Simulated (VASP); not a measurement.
Runs of VASP 6.6.1 on BP. It takes space group F-43m (No. 216, cubic). Conventional cell: a = 4.521 Å, b = 4.521 Å, c = 4.521 Å, α = 90.00°, β = 90.00°, γ = 90.00°. Around B (site symmetry -43m) lie 4 P at 1.96 Å. Around P (site symmetry -43m) lie 4 B at 1.96 Å. The cell is a database's computed one.

```csv
level,potentials or basis,k mesh,cutoff (eV),smearing,gap on the mesh (eV),pressure (GPa)
PBEsol,"VASP PAW PBE potentials, release 64 (B_h, P_h)",10 × 10 × 10,900,gaussian 0.02 eV,1.12,-0.1
PBEsol,"VASP PAW PBE potentials, release 64 (B, P)",10 × 10 × 10,700,gaussian 0.02 eV,1.12,0.0
r2SCAN,"VASP PAW PBE potentials, release 64 (B, P)",10 × 10 × 10,520,gaussian 0.02 eV,(a),1.3
PBEsol,"VASP PAW PBE potentials, release 64 (B, P)",16 × 16 × 16,520,gaussian 0.02 eV,1.12,0.0
PBEsol,"VASP PAW PBE potentials, release 64 (B, P)",10 × 10 × 10,520,gaussian 0.5 eV,1.12,0.0
```

Alike in all rows: task single point; no spin polarisation; cell as given.

Task: Fill in the values left out.

Result: (a) 1.43.

Caveats: the PAW data sets were made with another functional, which shifts forces and pressure a little.

A k mesh can miss the band edges.

Not every run made on this cell is shown here.
